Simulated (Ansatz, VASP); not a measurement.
# SnH (H-SnSn-H chair, 2 layers, AA): VASP beside Ansatz, part 2 of 2

One calculation is typed for both programs; each brings its own data sets. How far apart do they land? The structure shown is the start of the Ansatz relaxation below; VASP solves that cell, so the two are compared at the walk's first step.

VASP 6.6.1 and Ansatz 0.2.0.

So far: Set-up; Ansatz: relaxation, PBE with D4.

## 3. VASP: single point, PBE with D4, start cell

Level of this step: PBE with D4; plane waves and PAW (H, Sn_d) (VASP).

The same cell, functional, mesh and smearing now go to VASP, with its own data sets.

Lines of VASP's logs that name or quote its potential files are left out, and so is its time.

The input, INCAR:

```
SYSTEM = SnH
PREC = Accurate
ENCUT = 400
EDIFF = 1E-06
NELM = 120
ISMEAR = -1
SIGMA = 0.05
LREAL = .FALSE.
ALGO = Normal
GGA = PE
IVDW = 13
NBANDS = 38
LORBIT = 11
LWAVE = .FALSE.
LCHARG = .FALSE.
ISIF = 2
LDIPOL = .TRUE.
IDIPOL = 3
DIPOL = 0.5 0.5 0.5
LVHAR = .TRUE.
LASPH = .TRUE.
GGA_COMPAT = .FALSE.
EFERMI = MIDGAP
NELMDL = -8
KPAR = 2
```

The input, POSCAR:

```
SnH
1.0
    4.5870000000      0.0000000000      0.0000000000
   -2.2935000000      3.9724590000      0.0000000000
    0.0000000000      0.0000000000     52.9533330000
H Sn
4 4
Direct
    0.6666666667      0.3333333333      0.3965756037
    0.3333333333      0.6666666667      0.4782827740
    0.6666666667      0.3333333333      0.5217172449
    0.3333333333      0.6666666667      0.6034243963
    0.6666666667      0.3333333333      0.4286793430
    0.3333333333      0.6666666667      0.4461790347
    0.6666666667      0.3333333333      0.5538209842
    0.3333333333      0.6666666667      0.5713206570
```

The input, KPOINTS:

```
Automatic mesh
0
Gamma
7 7 1
0 0 0
```

The projector-augmented-wave data sets are H and Sn_d (PBE family, release 64).

On the command line:

```
$ mpirun -np 2 vasp_std
```

Numbers of over 12 decimals in the logs are rounded to 6 here.

What it wrote:

```text
[banner, memory and clock lines left out]
running    2 mpi-ranks, on    1 nodes
 distrk:  each k-point on    1 cores,    2 groups
 distr:  one band on    1 cores,    1 groups

 POSCAR found type information on POSCAR H Sn
 POSCAR found :  2 types and       8 ions
 LDA part: xc-table for (Slater+PW92), standard interpolation
|                                                                             |
|           W    W    AA    RRRRR   N    N  II  N    N   GGGG   !!!           |
|           W    W   A  A   R    R  NN   N  II  NN   N  G    G  !!!           |
|           W    W  A    A  R    R  N N  N  II  N N  N  G       !!!           |
|           W WW W  AAAAAA  RRRRR   N  N N  II  N  N N  G  GGG   !            |
|           WW  WW  A    A  R   R   N   NN  II  N   NN  G    G                |
|           W    W  A    A  R    R  N    N  II  N    N   GGGG   !!!           |
|                                                                             |
|     One of the lattice vectors is very long (>50 A), but AMIN is rather     |
|     large. This can spoil convergence since charge sloshing might occur     |
|     along the long lattice vector. If problems with convergence are         |
|     observed, try to decrease AMIN to a smaller value (e.g. 0.01).          |
|     Note: This warning only applies if the self-consistency cycle is        |
|     used.                                                                   |
|                                                                             |

 POSCAR, INCAR and KPOINTS ok, starting setup
 FFT: planning ... GRIDC
 FFT: planning ... GRID_SOFT
 FFT: planning ... GRID
 WAVECAR not read
 entering main loop
       N       E                     dE             d eps       ncg     rms          rms(c)
DAV:   1     0.360766195138E+03    0.36077E+03   -0.24306E+04   816   0.999E+02
DAV:   2     0.500199168989E+01   -0.35576E+03   -0.35048E+03   752   0.277E+02
DAV:   3    -0.271448105650E+02   -0.32147E+02   -0.32036E+02   714   0.108E+02
DAV:   4    -0.283355149734E+02   -0.11907E+01   -0.11897E+01   752   0.245E+01
DAV:   5    -0.283800624099E+02   -0.44547E-01   -0.44547E-01   856   0.424E+00
DAV:   6    -0.283814176917E+02   -0.13553E-02   -0.13553E-02   882   0.771E-01
DAV:   7    -0.283814648059E+02   -0.47114E-04   -0.47114E-04   950   0.114E-01
DAV:   8    -0.283814658381E+02   -0.10322E-05   -0.10327E-05   872   0.197E-02    0.776E+00
DAV:   9    -0.274493380816E+02    0.93213E+00   -0.53780E-01   756   0.508E+00    0.436E+00
DAV:  10    -0.271678585864E+02    0.28148E+00   -0.16028E+00   778   0.556E+00    0.920E-01
DAV:  11    -0.271638359141E+02    0.40227E-02   -0.27710E-01   708   0.386E+00    0.398E-01
DAV:  12    -0.271626539480E+02    0.11820E-02   -0.26203E-02   760   0.828E-01    0.153E-01
DAV:  13    -0.271633654164E+02   -0.71147E-03   -0.63498E-03   826   0.379E-01    0.138E-01
DAV:  14    -0.271631362310E+02    0.22919E-03   -0.25961E-03   670   0.347E-01    0.397E-02
[...]
DAV:  21    -0.271639293728E+02   -0.50548E-04   -0.98608E-07   508   0.121E-02    0.262E-03
DAV:  22    -0.271639935422E+02   -0.64169E-04   -0.14996E-06   488   0.969E-03    0.159E-03
DAV:  23    -0.271640124831E+02   -0.18941E-04   -0.53442E-07   520   0.334E-03    0.101E-03
DAV:  24    -0.271640314735E+02   -0.18990E-04   -0.52507E-07   452   0.247E-03    0.321E-04
DAV:  25    -0.271640371871E+02   -0.57135E-05   -0.97370E-08   492   0.162E-03    0.515E-04
DAV:  26    -0.271640390992E+02   -0.19121E-05   -0.15443E-08   410   0.687E-04    0.381E-04
DAV:  27    -0.271640431099E+02   -0.40107E-05   -0.84371E-08   452   0.117E-03    0.106E-04
DAV:  28    -0.271640437683E+02   -0.65841E-06   -0.10019E-08   454   0.709E-04
   1 F= -.28034663E+02 E0= -.28034637E+02  d E =-.517155E-04
```

From OUTCAR (step 3):

```text
ion  position               nearest neighbor table
   1  0.667  0.333  0.397-   5 1.70
   2  0.333  0.667  0.478-   6 1.70
   3  0.667  0.333  0.522-   7 1.70
   4  0.333  0.667  0.603-   8 1.70
   5  0.667  0.333  0.429-   1 1.70   6 2.81   6 2.81   6 2.81
   6  0.333  0.667  0.446-   2 1.70   5 2.81   5 2.81   5 2.81
   7  0.667  0.333  0.554-   3 1.70   8 2.81   8 2.81   8 2.81
   8  0.333  0.667  0.571-   4 1.70   7 2.81   7 2.81   7 2.81

  LATTYP: Found a hexagonal cell.
 ALAT       =     4.5870000000
 C/A-ratio  =    11.5442190974

 Subroutine GETGRP returns: Found 12 space group operations
 (whereof 12 operations were pure point group operations)

The static configuration has the point symmetry D_3d.

 Found      8 irreducible k-points:

   k-points           NKPTS =      8   k-points in BZ     NKDIM =      8   number of bands    NBANDS=     38

   dimension x,y,z NGX =    30 NGY =   30 NGZ =  350
   dimension x,y,z NGXF=    60 NGYF=   60 NGZF=  700

   ENCUT  =  400.0 eV  29.40 Ry    5.42 a.u.   7.48  7.48 86.35*2*pi/ulx,y,z

   NELECT =      60.0000    total number of electrons

 k-points in reciprocal lattice and weights: Automatic mesh
   0.00000000  0.00000000  0.00000000       0.020
   0.14285714  0.00000000  0.00000000       0.122
   0.28571429  0.00000000  0.00000000       0.122
   0.42857143  0.00000000  0.00000000       0.122
   0.14285714  0.14285714  0.00000000       0.122
   0.28571429  0.14285714  0.00000000       0.245
   0.42857143  0.14285714  0.00000000       0.122
   0.28571429  0.28571429  0.00000000       0.122

 dipolmoment           0.000000      0.000000     -0.000008 electrons x Angstroem

 average (electrostatic) potential at core
       1 -39.8003       2 -39.8017       3 -39.8017       4 -39.8004       5-109.7956
       6-109.7962       7-109.7963       8-109.7956

 E-fermi :  -2.7823

 k-point     1 :       0.0000    0.0000    0.0000
  band No.  band energies     occupation
    ...
     26      -5.6545      2.00000
     27      -3.1792      1.99929
     28      -3.1792      1.99929
     29      -3.1729      1.99919
     30      -3.1729      1.99919
     31      -2.4548      0.00286
     32      -2.3197      0.00019
     33       0.0422      0.00000
     34       0.2014      0.00000
     35       0.2081      0.00000
    ...

 k-point     2 :       0.1429    0.0000    0.0000
  band No.  band energies     occupation
    ...
     26      -5.7034      2.00000
     27      -4.6679      2.00000
     28      -4.6046      2.00000
     29      -3.5260      2.00000
     30      -3.5189      2.00000
     31      -1.3140      0.00000
     32      -1.2295      0.00000
     33       0.0069      0.00000
     34       0.1907      0.00000
     35       0.2095      0.00000
    ...

 k-point     3 :       0.2857    0.0000    0.0000
  band No.  band energies     occupation
    ...
     26      -5.9689      2.00000
     27      -5.8629      2.00000
     28      -5.7292      2.00000
     29      -4.0897      2.00000
     30      -4.0820      2.00000
     31      -1.4453      0.00000
     32      -1.3319      0.00000
     33       0.0833      0.00000
     34       0.3539      0.00000
     35       0.6522      0.00000
    ...

  DFT-D4 for vdW energy calculation

  Edisp (eV):   -0.87062

  Total       0.80121     0.80121     1.69031     0.00000     0.00000     0.00000
  in kB       1.33038     1.33038     2.80670     0.00000     0.00000     0.00000
  external pressure =        1.82 kB  Pullay stress =        0.00 kB

  energy-cutoff  :      400.00
  volume of cell :      964.90
      direct lattice vectors                 reciprocal lattice vectors
     4.587000000  0.000000000  0.000000000     0.218007412  0.125866623  0.000000000
    -2.293500000  3.972459000  0.000000000     0.000000000  0.251733246  0.000000000
     0.000000000  0.000000000 52.953333000     0.000000000  0.000000000  0.018884553

 POSITION                                       TOTAL-FORCE (eV/Angst)
 -----------------------------------------------------------------------------------
      2.29350      1.32415     21.00000         0.000000      0.000000     -0.380392
     -0.00000      2.64831     25.32667         0.000000      0.000000      0.398037
      2.29350      1.32415     27.62667         0.000000      0.000000     -0.398037
     -0.00000      2.64831     31.95333         0.000000      0.000000      0.380392
      2.29350      1.32415     22.70000         0.000000      0.000000      0.576036
     -0.00000      2.64831     23.62667         0.000000     -0.000000     -0.537585
      2.29350      1.32415     29.32667        -0.000000      0.000000      0.537585
     -0.00000      2.64831     30.25333         0.000000      0.000000     -0.576036
 -----------------------------------------------------------------------------------
    total drift:                               -0.000000      0.000000     -0.001014

  FREE ENERGIE OF THE ION-ELECTRON SYSTEM (eV)
  ---------------------------------------------------
  free  energy   TOTEN  =       -28.0346627306 eV

  energy  without entropy=      -28.0346110151  energy(sigma->0) =      -28.03463687

 vacuum level on the upper side and lower side of the slab         1.474         1.474

 total charge
# of ion       s       p       d       tot
------------------------------------------
    1        0.524   0.010   0.000   0.533
    2        0.524   0.010   0.000   0.533
    3        0.524   0.010   0.000   0.533
    4        0.524   0.010   0.000   0.533
    5        1.121   1.321   9.984  12.426
    6        1.121   1.321   9.984  12.426
    7        1.121   1.321   9.984  12.426
    8        1.121   1.321   9.984  12.426
--------------------------------------------------
tot          6.580   5.322  39.936  51.838

[... 3 further parts left out ...]
```

## 4. Differences

Known differences besides the potentials themselves: Ansatz cuts the interaction across the vacuum, VASP repeats the sheet with a dipole correction; the cutoff is 420 eV in Ansatz and 400 eV in VASP. Total energies have different zeros and are not compared.

Forces (eV/Å; atoms numbered as in POSCAR):

| atom | Ansatz x, y, z | VASP x, y, z |
| --- | --- | --- |
| H1 | 0.000, 0.000, -0.397 | 0.000, 0.000, -0.380 |
| H2 | 0.000, 0.000, 0.415 | 0.000, 0.000, 0.398 |
| H3 | 0.000, 0.000, -0.415 | 0.000, 0.000, -0.398 |
| H4 | 0.000, 0.000, 0.397 | 0.000, 0.000, 0.380 |
| Sn5 | 0.000, 0.000, 0.592 | 0.000, 0.000, 0.576 |
| Sn6 | 0.000, 0.000, -0.551 | 0.000, 0.000, -0.538 |
| Sn7 | 0.000, 0.000, 0.551 | 0.000, 0.000, 0.538 |
| Sn8 | 0.000, 0.000, -0.592 | 0.000, 0.000, -0.576 |

The forces differ by 9.2 meV/Å r.m.s., which is 3.3 % of the r.m.s. force of 0.277 eV/Å (both taken over all components). With vacuum in the cell, a pressure given here is an average over mostly empty space and none of the material.

## 5. What came out

| Property | Result |
| --- | --- |
| r.m.s. force difference (single point, PBE with D4, start cell) | 3.3 % of the r.m.s. force |

The r.m.s. force difference is 3.3 % of the r.m.s. force (single point, PBE with D4, start cell), beyond the 3 % picked in this series as the mark of a large difference. 1 further run of this series is not shown here. Such differences can come from data sets, numerical settings and the points named under the comparisons, not from the functional's error against experiment.

[Lines on the potential files, build, host, timing and source positions are cut from VASP's logs without a mark.]

[Logs are printed without paths, hosts, clocks, repeated set-up lines and the standing remarks that a program may print on its own settings, such as how far it seeks lower states.]

[Hosts, paths, dates, database ids (printed as entryN), source tags and the programs' standing remarks are cut or masked in the printed files.]
